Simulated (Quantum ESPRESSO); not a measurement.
The system is KCl (Sylvite).

```
K Cl
1.0
     0.00000    3.14647    3.14647
     3.14647    0.00000    3.14647
     3.14647    3.14647    0.00000
K Cl
1 1
Direct
  0.00000 0.00000 0.00000
  0.50000 0.50000 0.50000
```

Base run:

* Program: Quantum ESPRESSO 7.5
* Functional: PBEsol
* Potentials or basis: PseudoDojo 0.4.1 SR PBEsol standard
* Cutoff: 1007 eV
* Density cutoff: 4027 eV
* k mesh: 6 × 6 × 6
* Occupations: fixed
* Spin: no spin polarisation

Its results: band gap on the k mesh, mean-field level 5.03 eV, direct.

Question: The run is repeated on the same cell with these changes: functional from PBEsol to LDA; potentials or basis from PseudoDojo 0.4.1 SR PBEsol standard to PseudoDojo 0.4.1 SR LDA standard; cutoff from 1007 eV to 980 eV; density cutoff from 4027 eV to 3918 eV. What comes out?

Answer: Band gap on the k mesh, mean-field level 4.74 eV, direct.

